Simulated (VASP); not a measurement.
Crystal: HfO2.

```
CELL_PARAMETERS angstrom
3.55091 0.00000 0.00000
0.00000 3.55091 0.00000
0.00000 0.00000 5.12937
ATOMIC_POSITIONS crystal
Hf 0.50000 0.50000 0.50000
Hf 0.00000 0.00000 0.00000
O 0.00000 0.50000 0.70245
O 0.50000 0.00000 0.79755
O 0.50000 0.00000 0.29755
O 0.00000 0.50000 0.20245
```

Measurements of this composition are mostly on another form, of space group No. 14.

Base run:

* Program: VASP 6.6.1
* Functional: PBEsol
* Potentials or basis: VASP PAW PBE potentials, release 64 (Hf_pv, O)
* Cutoff: 520 eV
* k mesh: 6 × 6 × 6
* Occupations: gaussian, width 0.02 eV
* Spin: no spin polarisation

Its results: band gap on the k mesh 4.59 eV, indirect (least direct gap 4.68 eV).

**Question.** The run is repeated on the same cell with these changes: functional from PBEsol to TB-mBJ. What comes out?

**Answer.** Band gap on the k mesh 6.41 eV, indirect (least direct gap 6.47 eV).

Caveats: spin-orbit coupling is left out, which moves the levels of the heavy elements.

Not every run made on this cell is shown here.
